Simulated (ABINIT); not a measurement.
P:

```
P
1.0
     1.72573    0.99635    3.12968
    -1.72573    0.99635    3.12968
     0.00000   -1.99270    3.12968
P
2
Direct
  0.77292 0.77292 0.77292
  0.22708 0.22708 0.22708
```

This isn't the form of P at room conditions, which is orthorhombic.

```yaml
Program: ABINIT 10.8.3 (patched build)
Task: relaxation of cell and atoms
Functional: LDA
Potentials_or_basis: PseudoDojo NC SR LDA v0.4.1 standard
Cutoff: 653 eV
k_mesh: 7 × 7 × 7
Occupations: fermi-dirac, width 0.05 eV
Spin: no spin polarisation
```

At the start: pressure -3.3 GPa; volume 16.14 Å³/atom.

Problem. Where does the relaxation end?

Solution. Over 11 steps the energy falls by 17.2 meV/atom and the volume is 15.03 Å³/atom (-6.9 %); space group R-3m (No. 166, to 0.05 Å).

The path:
| step | energy change (eV) | largest force (eV/Å) | pressure (GPa) | volume (Å³) |
| --- | --- | --- | --- | --- |
| 1 | 0.0000 | 0.1305 | -3.35 | 32.29 |
| 2 | -0.0070 | 0.1780 | -2.66 | 31.96 |
| 3 | -0.0237 | 0.2920 | 1.25 | 30.34 |
| 4 | -0.0263 | 0.2448 | 0.89 | 30.39 |
| 5 | -0.0341 | 0.0166 | 0.04 | 30.20 |
| 6 | -0.0342 | 0.0079 | 0.01 | 30.17 |
| 7 | -0.0343 | 0.0032 | 0.00 | 30.12 |
| 8 | -0.0343 | 0.0021 | 0.00 | 30.08 |
| 9 | -0.0343 | 0.0013 | 0.00 | 30.05 |
| 10 | -0.0343 | 0.0010 | 0.00 | 30.05 |
| 11 | -0.0343 | 0.0003 | 0.00 | 30.05 |

Final structure:
```xyz
2
Lattice="1.7114 0.9881 2.9618 -1.7114 0.9881 2.9618 0.0000 -1.9762 2.9618" Properties=species:S:1:pos:R:3 pbc="T T T"
P     0.0000    0.0000    6.8256
P     0.0000    0.0000    2.0597
```
